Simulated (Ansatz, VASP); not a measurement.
# HfO2 in VASP and in Ansatz

```
Hf O
1.0
     0.21244    2.69810    2.69810
     2.69810    0.21244    2.69810
     2.69810    2.69810    0.21244
Hf O
1 2
Direct
  0.00000 0.00000 0.00000
  0.25000 0.25000 0.25000
  0.75000 0.75000 0.75000
```

Alike in both runs: task single point; functional PBEsol; k mesh 8 × 8 × 8; occupations gaussian, width 0.05 eV; no spin polarisation.

|  | VASP | Ansatz |
| --- | --- | --- |
| version | VASP 6.6.1 | Ansatz 0.2.0 |
| potentials or method | VASP PAW PBE potentials, release 64 (Hf_pv, O) | scalar-relativistic, plane waves, PAW |
| plane-wave cutoff (eV) | 520 | 520 |
| valence electrons in the cell | 22 | 38 |

Ansatz gave:

```
gap on the k mesh at the Fermi level (eV)       : 3.63
least direct gap on the mesh (eV)               : 3.63
pressure (GPa)                                  : -14.1
largest component of the traceless stress (GPa) : 2.98
rms of the force components (eV/Å)              : 0.095
```

Question: Estimate VASP's values.

Answer: gap on the k mesh at the Fermi level (eV): 3.63; least direct gap on the mesh (eV): 3.63; pressure (GPa): -17.2; largest component of the traceless stress (GPa): 2.72; rms of the force components (eV/Å): 0.062.

Atom by atom the forces differ by 0.034 eV/Å (rms over components). The two sets of potentials don't hold the same shells in valence. Ansatz warned: «pseudo_functional_mismatch».

Caveats: so large a pressure means that the cell lies far from this level's equilibrium, or that cutoff or potentials fall short (VASP); the potentials were made for another functional, which shifts forces and pressure (VASP); spin-orbit coupling is left out, which moves the levels of the heavy elements. A k mesh can miss the band edges.
